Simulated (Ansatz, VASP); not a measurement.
# InAs in two plane-wave programs, part 2 of 2

Wanted: the spread between two codes on one cell, functional and k mesh. The cell is taken from a series of runs on this material, whose earlier steps may have relaxed, scaled, displaced or heated it; both programs get it as it stands.

VASP 6.6.1 and Ansatz 0.2.0.

So far: The starting structure; VASP: zone-centre phonons, PBEsol.

## Step 3: Ansatz: zone-centre phonons, PBEsol

Level of this step: Ansatz beside VASP: Kohn-Sham DFT, plane waves, PBEsol (Ansatz).

Ansatz runs on its PAW soft_1 files.

The same cell, functional, mesh and smearing now go to Ansatz, which takes its cutoff from its data sets.

Contents of input.yaml:

```yaml
crystal:
  lattice:
    - [0.0, 3.022324625, 3.1044105059]
    - [3.022324625, 0.0, 3.1044105059]
    - [3.022324625, 3.022324625, 0.0]
  atoms:
    - { symbol: As, position: [0.75, 0.75, 0.75] }
    - { symbol: In, position: [0.0, 0.0, 0.0] }
kpoints:
  mp_grid: { grid: [12, 12, 12] }
hamiltonian:
  xc: pbesol
  pseudopotentials: { kind: paw, azcp: { folder: soft_1 }, xc_functional: pbe }
scf:
  occupations: { method: methfessel_paxton, width: 0.2 }
output:
  eigenvalues: true
phonons:
  method: dfpt
```

On the command line:

```
> ansatz run input.yaml --threads 4 --pin off --max-ram 10240MiB --backend cpu --events-out ev --progress --plain --runs-dir out
```

Numbers of over 12 decimals in the logs are rounded to 6 here.

The log of the run:

```text
zone centre: on kpoints.mp_grid the ground state, and the responses unless they are solved on pairs of k-points, stand on 280 of the mesh's 1728 k-points, reduced under 4 symmetry operations, with k and −k counted as one. Each operation leaves every solved displacement unchanged or reverses it
Engine: ansatz 0.2.0, aarch64-unknown-linux-gnu
Pseudopotentials: kind: paw
Pseudopotential: As, paw, valence charge 15, recommended cutoff 420 eV (normal), soft_1/As.paw.azcp
Pseudopotential: In, paw, valence charge 13, recommended cutoff 420 eV (normal), soft_1/In.paw.azcp
Functional definition: PBEsol
  exchange = pbesol_x
  correlation = pbesol_c
Crystal: 2 atoms, lattice volume = 56.714 Å³
Basis set: ecut = 420 eV, 1091 PW (Γ), exchange–correlation on 60×60×60 points (8 copies of the dense FFT grid, shifted against one another)
Bands: 18, of which v1, the nominal top of the filled ones, is band 14 counted from 1 (13 counted from 0)
Symmetry: 8 space group operations
k-points: 280 of 1728 (irreducible under 4 space group operations, time reversal used)
Non-local potential: As, projectors of the file, l = 0: 2, l = 1: 2, l = 2: 3, l = 3: 1
Non-local potential: In, projectors of the file, l = 0: 2, l = 1: 2, l = 2: 2, l = 3: 1
PAW form: soft (Blöchl's): semilocal exchange-correlation on the pseudo side does not see the compensation charge
PAW frozen core: As, regenerated for the run's functional, and the local potential with it (the file was generated under x = pbe(κ = 0.804, μ = 0.219515), c = pbe(β = 0.066725))
PAW frozen core: In, regenerated for the run's functional, and the local potential with it (the file was generated under x = pbe(κ = 0.804, μ = 0.219515), c = pbe(β = 0.066725))
PAW one-centre angular grid: As, 590 points (default); XC on 64 Gauss nodes
PAW one-centre angular grid: In, 590 points (default); XC on 64 Gauss nodes
Initial density: superposition of atomic densities (chi_scale 0.1, normalization cell, long waves kept (reshape's long-wave potential 0.00 eV rms))
Initial wavefunctions: pseudopotential atomic-orbital guess
Functional: x = pbesol(κ = 0.804, μ = 0.123457), c = pbesol(β = 0.046)
SCF iter   1: F=—  HF=-10338.982215 eV  |F-HF|=—  |Δ(HF+E_count)|=         —  Δρ=2.81e-2  dr2=3.57e-1  ethr=3.10e-3  ⟨swp⟩=5.1  Hψ=25437  notcnv=0
preconditioner: auto → none  [insulator: Δε(μ)=0.712 eV  Ē_g=14.569 eV  σ=0.200 eV  W_gap=0.56  n_scr=14 (ndim 8)  ℏωp=20.9 eV  f_vac=0.012  D(μ)=0.05/eV (n_scr^D=0)  ε∞_Penn≈3.1]
SCF iter   2: F=—  HF=-10338.905988 eV  |F-HF|=—  |Δ(HF+E_count)|=   7.62e-2  S|Δr|=    0.00e0  Δρ=1.27e-2  dr2=6.52e-2  ethr=1.27e-3  ⟨swp⟩=2.0  Hψ=8326  notcnv=0
SCF iter   3: F=—  HF=-10338.894597 eV  |F-HF|=—  |Δ(HF+E_count)|=   1.14e-2  S|Δr|=    0.00e0  Δρ=1.79e-3  dr2=4.16e-3  ethr=2.33e-4  ⟨swp⟩=2.0  Hψ=7275  notcnv=0
SCF iter   4: F=—  HF=-10338.893070 eV  |F-HF|=—  |Δ(HF+E_count)|=   1.53e-3  S|Δr|=    0.00e0  Δρ=5.84e-4  dr2=1.17e-4  ethr=1.49e-5  ⟨swp⟩=2.0  Hψ=8961  notcnv=0
SCF iter   5: F=—  HF=-10338.893072 eV  |F-HF|=—  |Δ(HF+E_count)|=   1.90e-6  S|Δr|=    0.00e0  Δρ=1.90e-4  dr2=7.72e-6  ethr=4.19e-7  ⟨swp⟩=2.0  Hψ=8959  notcnv=0
SCF iter   6: F=—  HF=-10338.893081 eV  |F-HF|=—  |Δ(HF+E_count)|=   8.87e-6  S|Δr|=    0.00e0  Δρ=1.87e-5  dr2=9.70e-8  ethr=2.76e-8  ⟨swp⟩=2.0  Hψ=6067  notcnv=0
SCF iter   7: F=—  HF=-10338.893080 eV  |F-HF|=—  |Δ(HF+E_count)|=   5.85e-7  S|Δr|=    0.00e0  Δρ=4.54e-6  dr2=1.07e-8  ethr=3.47e-10  ⟨swp⟩=2.0  Hψ=8961  notcnv=0
SCF iter   8: F=—  HF=-10338.893080 eV  |F-HF|=—  |Δ(HF+E_count)|=   8.79e-9  S|Δr|=    0.00e0  Δρ=9.51e-7  dr2=3.18e-10  ethr=3.82e-11  ⟨swp⟩=2.0  Hψ=8961  notcnv=0
SCF iter   9: F=—  HF=-10338.893080 eV  |F-HF|=—  |Δ(HF+E_count)|=  1.16e-10  S|Δr|=    0.00e0  Δρ=1.57e-7  dr2=1.13e-11  ethr=1.13e-12  ⟨swp⟩=2.0  Hψ=8961  notcnv=0
SCF iter  10: F=-10338.893080 eV  HF=-10338.893080 eV  |F-HF|=3.64e-12  |Δ(HF+E_count)|=  2.36e-11  S|Δr|=    0.00e0  Δρ=2.52e-8  dr2=2.00e-13  ethr=1.00e-12  ⟨swp⟩=5.5  Hψ=19488  notcnv=0
SCF 1 converged in 10 iterations: F = -10338.893080 eV  dr2 = 2.00e-13
  greatest PAW one-centre occupation: 0.999 electrons in one spin orbital (limit 2), on the As atom at site 0 (counted from 0), in its partial waves of l = 2
DFPT response loops at Γ: preconditioner auto → Kerker (q_TF=auto, 2.426 Å⁻¹) (partly filled bands, converged f_vac=0.094); β = 1.00, the filter's whole step (`scf.mixing.beta` (0.50) is not read by the response loops under this deck's `scf.mixing.preconditioner`; to damp them name `kerker` or `kerker_dos`, under which they read `scf.mixing.beta`, and type it under 1.00, their step now; both keys bind the ground state too); Broyden in place of MSR1
SCF converged after 10 iterations
Stability not checked: this state was not tested for a lower state beside it, because cold or Methfessel-Paxton smearing, or corrected tetrahedra, fill the levels in a way that the test cannot read (fill_not_monotonic; see scf.lower_state_search)
Free energy (F): -10338.893080 eV
Harris-Foulkes:  -10338.893080 eV  (|F-HF|=3.64e-12)
Internal energy: -10338.893556 eV  (E = F + TS)
E sigma→0 (E₀):  -10338.893199 eV
Entropy (-TS):   0.000476 eV (0.238 meV/atom)
Fermi energy:    7.261175 eV
Step filling:    the computed levels leave a gap of 0.0000 eV = 0.0 smearing widths at the electron count; against every level under it full and every level over it empty, smearing changes F+E_penalty+E_count by +0.170 meV and its σ→0 estimate by +0.051 meV
--- Per-component energies (eV) ---
  E_band       = -328.580922
  E_kinetic    = 316.412566
  E_local      = -3512.962536  (includes V_loc(G=0)·N_el)
  E_nonlocal   = -63.455904
  E_hartree    = 1742.736600
  E_xc         = -211.299272
  E_vxc        = -162.903685  (∫ρ·V_xc dr)
  E_paw        = -6109.520337  (= ΣΔE_a)
  E_vpaw       = -391.144736  (= ΣTr[D̂ρ^β])
  E_aug_tail   = 0.000148  (compensation charges beyond the density's cutoff)
  E_ewald      = -2502.007154
  E_core_change = 1.202334  (= ΣΔE_core)
  E_smearing   = 0.000476  (= −TS)
  E_closure    = 0.000000  (closes the sum)
  Σ components = -10338.893080   (vs F -10338.893080, Δ=0.00e0)
--- Band table (eV; the first three rows and the last of 280) ---
  k-point 0: bands = [... 10 lower, -4.5249, 6.7815, 7.1131, 7.2462, 7.2462, 11.0448, 11.0448, 11.0981]
  k-point 1: bands = [... 10 lower, -4.4551, 5.8463, 7.0650, 7.1618, 7.8987, 11.0535, 11.1786, 11.2284]
  k-point 2: bands = [... 10 lower, -4.2536, 4.6618, 6.8418, 6.9566, 8.3111, 11.3436, 11.4918, 11.5559]
  k-point 279: bands = [... 10 lower, -2.6577, 1.3414, 5.0475, 5.0475, 8.7773, 9.3423, 15.9569, 16.2415]
--- Phonons (Γ-DFPT): 4 representative perturbations + reference, on 280 of 1728 k-points (Σ response iterations 12) ---
  k mesh reduced under 4 symmetry operations, with k and −k counted as one. Each operation leaves every solved displacement unchanged or reverses it
  ASR residual: 1.173e-4 → 0.000e0 eV/Å²; symmetrization residual: 1.726e-5 eV/Å²
  ASR residual per site (eV/Å²): 4.69e-5 1.17e-4
  Γ frequencies (cm⁻¹): 0.00 0.00 0.00 206.06 206.06 207.14
  non-analytic LO–TO correction: not included (Born effective charges unavailable; polar crystals: no LO–TO splitting at Γ)
```

Reading the cycles: dr2 is the Hartree energy of the density residual (eV), the measure of convergence; HF is the Harris–Foulkes estimate of the energy, which meets the free energy F at convergence.

## Step 4: Side by side

Known differences besides the potentials themselves: the data sets hold 28 valence electrons in Ansatz (on its PAW soft_1 files) and 18 in VASP; the cutoff is 420 eV in Ansatz and 500 eV in VASP; Ansatz makes its cores anew for this functional, VASP keeps those of its PBE data sets. Total energies have different zeros and are not compared.

The two programs side by side:

```csv
quantity,Ansatz,VASP,difference
optical mode 1 to 2 (cm⁻¹),206.1,206.3,-0.14 %
optical mode 3 (cm⁻¹),207.1,207.5,-0.19 %
```

Modes are paired by rising frequency, not by their patterns, so a pair may set unlike modes beside each other; they are those without the splitting of longitudinal modes.

## Step 5: Outcome

| Property | Result |
| --- | --- |
| r.m.s. difference of the optical zone-centre modes, each program's sorted by frequency (zone-centre phonons, PBEsol) | 0.33 cm⁻¹ |

In words: The r.m.s. difference of the optical zone-centre modes, each program's sorted by frequency is 0.33 cm⁻¹ (zone-centre phonons, PBEsol). The data sets hold unlike numbers of valence electrons (28 in Ansatz and 18 in VASP), so part of the differences comes from the potentials. How closely two codes agree says nothing of how well the functional describes the real material.

[Lines on the potential files, build, host, timing and source positions are cut from VASP's logs without a mark.]

[Logs are printed without paths, hosts, clocks, repeated set-up lines and the standing remarks that a program may print on its own settings, such as how far it seeks lower states.]

[Hosts, paths, dates, database ids (printed as entryN), source tags and the programs' standing remarks are cut or masked in the printed files.]
